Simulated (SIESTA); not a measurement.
## PbS (Galena) under changes of volume

One of the cells (26.607 Å³/atom); the others are scaled copies at fixed shape and fractional positions:

```
Pb S
1.0
     0.00000    2.98539    2.98539
     2.98539    0.00000    2.98539
     2.98539    2.98539    0.00000
Pb S
1 1
Cartesian
  0.0000 0.0000 0.0000
  2.9854 2.9854 2.9854
```

| Item | Value |
| --- | --- |
| Program | SIESTA 5.4.2 |
| Functional | PBEsol |
| Potentials or basis | PseudoDojo 0.4 standard (PBEsol files) |
| Basis | DZP (energy shift 0.003 Ry; two zetas on semicore shells) |
| Grid cutoff | 500 Ry |
| Energy shift | 0.003 Ry |
| k mesh | 8 × 8 × 8 |
| Occupations | fermi-dirac, width 0.05 eV |
| Spin | no spin polarisation |

```csv
volume (Å³/atom),energy over the lowest point (meV/atom),pressure (GPa),gap on the mesh (eV)
24.521,17.17,4.1,0.08
25.042,6.29,2.6,0.17
25.564,0.06,1.2,0.25
26.607,0.00,-1.1,0.39
27.129,5.39,-2.1,0.45
27.651,?,?,?
```

Task: What does the run at 27.651 Å³/atom give?

Result: Energy over the lowest point 13.86 meV/atom; pressure -3.0 GPa; gap on the mesh 0.51 eV.

Worked out: A Birch-Murnaghan fit of order 3 (a polynomial in V^(-2/3)) to the other rows has its minimum at 26.08 Å³/atom with B0 = V·E''(V) = 59 GPa and B' = 3.9. It gives 13.97 meV/atom at 27.651 Å³/atom, against the run's 13.86, and -dE/dV = -3.1 GPa, against -3.0.

Energies are extrapolated to zero smearing.

Caveats: spin-orbit coupling is left out, which as a rule narrows the gap of such compounds by several tenths of an eV; the basis of atomic orbitals isn't converged, which shifts pressures, moduli and gaps.

A mesh can miss the band edges.
